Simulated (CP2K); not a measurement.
## SnSe2 in CP2K: the effect of functional

The system is SnSe2.

```
CELL_PARAMETERS angstrom
3.81100 0.00000 0.00000
-1.90550 3.30042 0.00000
0.00000 0.00000 6.13600
ATOMIC_POSITIONS crystal
Sn 0.00000 0.00000 0.00000
Se 0.66667 0.33333 0.75100
Se 0.33333 0.66667 0.24900
```

Alike in all runs:

| Property | Result |
| --- | --- |
| Program | CP2K 2026.2 |
| Task | single point |
| Potentials or basis | POTENTIAL_UZH Sn GTH-PBE-q4, Se GTH-PBE-q6; TZVP-MOLOPT-PBE-GTH basis |
| Density cutoff | 9184 eV |
| k mesh | 8 × 8 × 5 |
| Occupations | fermi-dirac, width 0.05 eV |
| Spin | no spin polarisation |

Q: One run gave: gap on the mesh 0.64 eV; pressure 5.4 GPa; largest force 1.14 eV/Å. Which functional did it use?
A. vdW-DF2
B. LDA
C. PBEsol
D. vdW-DF-cx
E. PBE

A: B.

| functional | gap on the mesh (eV) | pressure (GPa) | largest force (eV/Å) |
| --- | --- | --- | --- |
| PBE | 0.76 | 6.9 | 0.99 |
| LDA | 0.64 | 5.4 | 1.14 |
| PBEsol | 0.68 | 5.7 | 1.07 |
| vdW-DF2 | 0.81 | 9.8 | 1.20 |
| vdW-DF-cx | 0.72 | 6.2 | 1.15 |

Caveats: spin-orbit coupling is left out, which moves the levels of the heavy elements; an odd mesh through Γ misses points on the zone boundary, where band edges often lie; the basis of atomic orbitals isn't converged, which shifts pressures, moduli and gaps; the potentials were made for another functional, which shifts forces and pressure (some runs); this functional lacks dispersion, which binds the layers, so the pressure and a relaxed spacing across them are unreliable (some runs).

Not every run made on this cell is shown here.
